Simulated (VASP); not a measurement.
Crystal: CoO.

```
Co O
1.0
     2.82845    0.00000    0.00000
    -1.41423    2.44951    0.00000
     0.00000    0.00000    2.72172
Co O
1 1
Direct
  0.00000 0.00000 0.50000
  0.66667 0.33333 0.00000
```

The cell was built by a generator and needn't be a form met in nature.

| Property | Result |
| --- | --- |
| Program | VASP 6.6.1 |
| Task | relaxation of cell and atoms |
| Functional | PBE |
| Dispersion | TS |
| Potentials or basis | VASP PAW PBE potentials, release 64 (Co, O) |
| Cutoff | 600 eV |
| k mesh | 8 × 8 × 7 |
| Occupations | fermi-dirac, width 0.05 eV |
| Spin | collinear spin, ferromagnetic start |
| Starting moments | [2.0, 0.0] μB |

At the start: pressure -4.6 GPa; volume 9.43 Å³/atom.

Question: Where does the relaxation end?

Answer: Over 9 steps the energy falls by 3.8 meV/atom and the volume is 9.17 Å³/atom (-2.8 %); space group P-6m2 (No. 187, to 0.05 Å); moment 3.00 μB per cell.

Step by step:
```
step  energy change (eV)  largest force (eV/Å)  pressure (GPa)  volume (Å³)
   1              0.0000                0.0000           -4.61        18.86
   2             -0.0044                0.0000            2.86        18.13
   3             -0.0067                0.0000           -0.16        18.39
   4             -0.0067                0.0000            0.16        18.38
   5             -0.0073                0.0000            0.02        18.36
   6             -0.0074                0.0000            0.03        18.35
   7             -0.0076                0.0000            0.02        18.34
   8             -0.0076                0.0000            0.01        18.32
   9             -0.0076                0.0000            0.10        18.34
```

Final structure:
```cif
data_structure
_symmetry_space_group_name_H-M 'P 1'
_symmetry_Int_Tables_number 1
_cell_length_a 2.7909
_cell_length_b 2.7909
_cell_length_c 2.7182
_cell_angle_alpha 90.000
_cell_angle_beta 90.000
_cell_angle_gamma 120.000
_cell_volume 18.34
loop_
_atom_site_label
_atom_site_type_symbol
_atom_site_fract_x
_atom_site_fract_y
_atom_site_fract_z
_atom_site_occupancy
Co1 Co 0.00000 0.00000 0.50000 1
O1 O 0.66667 0.33333 0.00000 1
```

Caveat: atom-pairwise D2, TS and ULG terms overbind metals; a cell with one magnetic atom can't hold antiferromagnetic order, which such compounds often take; pairwise dispersion overbinds metals, which lowers pressure and volume.
